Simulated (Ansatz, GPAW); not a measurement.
Given: the input of a run of GPAW 26.7.0 (ASE script) on SrO. 

File run.py:

```python
from ase.dft.bandgap import bandgap
from ase.io import read, write
from ase.units import GPa
from gpaw import GPAW, PW

atoms = read('SrO.xyz')

calc = GPAW(mode=PW(800),
            xc='PBE',
            kpts={'size': (9, 9, 9), 'gamma': True},
            occupations={'name': 'methfessel-paxton', 'order': 0, 'width': 0.012},
            nbands=16,
            convergence={'density': 1e-05, 'energy': 1e-05},
            maxiter=150,
            txt='gpaw.txt')
atoms.calc = calc
energy = atoms.get_potential_energy()
forces = atoms.get_forces()
stress = atoms.get_stress()
calc.write('gs.gpw')
write('result.traj', atoms)
print(f'Energy: {energy:.6f} eV')
print('Forces (eV/A):')
print(forces.round(4))
print('Stress (GPa):', (stress / GPa).round(3))
print('Fermi level:', round(calc.get_fermi_level(), 4), 'eV')
print(f'Gap: {bandgap(calc)[0]:.4f} eV, direct: {bandgap(calc, direct=True)[0]:.4f} eV')
```

Contents of SrO.xyz:

```xyz
2
Lattice="0.0000000000 2.5663000000 2.5663000000 2.5663000000 0.0000000000 2.5663000000 2.5663000000 2.5663000000 0.0000000000" Properties=species:S:1:pos:R:3 pbc="T T T"
Sr     2.5663000000      2.5663000000      2.5663000000
O      0.0000000000      0.0000000000      0.0000000000
```

Potentials or basis: GPAW PAW data sets (gpaw-data 1.2.1), pw.

Run with:

```sh
$ OMP_NUM_THREADS=1 python run.py
```

Problem. What does the same run look like in Ansatz 0.2.0? Potentials or basis there: all-electron LAPW, scalar-relativistic.

Solution. As run (cutoffs and basis follow the program's own potentials, and thresholds, step limits or extra output files can differ):

Contents of input.yaml:

```yaml
crystal:
  lattice:
    - [0.0, 2.5663, 2.5663]
    - [2.5663, 0.0, 2.5663]
    - [2.5663, 2.5663, 0.0]
  atoms:
    - { symbol: Sr, position: [0.5, 0.5, 0.5] }
    - { symbol: O, position: [0.0, 0.0, 0.0] }
kpoints:
  mp_grid: { grid: [9, 9, 9] }
scf:
  occupations: { method: gaussian, width: 0.012 }
hamiltonian:
  xc: pbe
  pseudopotentials: { kind: all_electron, lapw: { basis_error: 0.001 } }
output:
  forces: true
  stress: true
  eigenvalues: true
```

Potentials or basis: all-electron LAPW, scalar-relativistic.

Launch:

```sh
$ ansatz run input.yaml --threads 1 --pin off --max-ram 3072MiB --backend cpu --events-out ev --progress --plain --runs-dir out
```

Both were run:

|  | GPAW | Ansatz |
| --- | --- | --- |
| Pressure | 3.8 GPa | 3.3 GPa |

Where Ansatz's input types no cutoff or centring, it takes its own default and a Γ-centred mesh.

Pressure is positive in compression.
